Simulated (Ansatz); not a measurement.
BeTe (started from an entry of an open crystallographic database) (r2SCAN geometry), in Ansatz:

```cif
data_structure
_symmetry_space_group_name_H-M 'P 1'
_symmetry_Int_Tables_number 1
_cell_length_a 4.0003
_cell_length_b 4.0003
_cell_length_c 4.0003
_cell_angle_alpha 60.000
_cell_angle_beta 60.000
_cell_angle_gamma 60.000
_cell_volume 45.26
loop_
_atom_site_label
_atom_site_type_symbol
_atom_site_fract_x
_atom_site_fract_y
_atom_site_fract_z
_atom_site_occupancy
Be1 Be 0.00000 0.00000 0.00000 1
Te1 Te 0.25000 0.25000 0.25000 1
```

G0W0@PBE with 170 empty bands, a screening cutoff of 140 eV and a 4×4×4 mesh (PAW, contour deformation) gives 2.822 eV over the mesh points, from a PBE gap of 2.011 eV; it sums over 179 bands with 169 plane waves in the screening and a wave cutoff of 420 eV. G0W0 values are finite-basis, finite-mesh values. (Simulation; spin polarisation is off.)

Q: Estimate the gap with empty bands 73, screening cutoff 80 eV.

A: 2.669 eV (-0.153 eV), from a Kohn-Sham gap of 2.011 eV.

Q: Estimate the gap with starting point LDA.

A: 2.756 eV (-0.066 eV), from a Kohn-Sham gap of 1.900 eV.

No spin-orbit coupling is included; it can move band edges with weight on the heavy atoms by tenths of an eV.
